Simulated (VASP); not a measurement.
Runs of VASP 6.6.1 on Cu. Symmetry: Fm-3m, No. 225, cubic system. The conventional cell has a = 3.615 Å, b = 3.615 Å, c = 3.615 Å, α = 90.00°, β = 90.00°, γ = 90.00°. Around Cu (site symmetry m-3m) lie 12 Cu at 2.56 Å. 

```csv
task,level,cell,cutoff (eV),smearing,gap on the mesh (eV),pressure (GPa),relaxed volume (Å³/atom)
relaxation of cell and atoms,PBE+D4,relaxed,600,fermi-dirac 0.05 eV,none,0.0,11.44
relaxation of cell and atoms,PBE+rVV10,relaxed,600,fermi-dirac 0.05 eV,none,0.0,(b)
relaxation of cell and atoms,PBE+D3,relaxed,600,fermi-dirac 0.05 eV,none,0.0,11.34
relaxation of cell and atoms,PW91,relaxed,600,fermi-dirac 0.05 eV,none,0.1,12.01
single point,PBE,as given,520,gaussian 0.026 eV,none,(a),-
relaxation of cell and atoms,PBE+TS,relaxed,600,fermi-dirac 0.05 eV,none,0.1,11.14
band structure,AM05,as given,520,fermi-dirac 0.05 eV,-,-6.1,-
band structure,PW91,as given,520,fermi-dirac 0.05 eV,-,(c),-
relaxation of cell and atoms,PBE+D3(BJ),relaxed,600,fermi-dirac 0.05 eV,none,-0.1,11.34
relaxation of cell and atoms,PBEsol+D3,relaxed,600,fermi-dirac 0.05 eV,none,0.0,10.87
```

Alike in all rows: potentials or basis VASP PAW PBE potentials, release 64 (Cu); no spin polarisation; k mesh 13 × 13 × 13.

**Question.** Fill in the values left out.

**Answer.** (a) 2.2; (b) 11.82; (c) 2.4.

Caveats: pairwise dispersion overbinds metals, which lowers pressure and volume (some runs); the PAW data sets were made with another functional, which shifts forces and pressure a little (some runs); atom-pairwise D2, TS and ULG terms overbind metals (some runs).

A gap of «none» marks a metal or a gap under the smearing width.
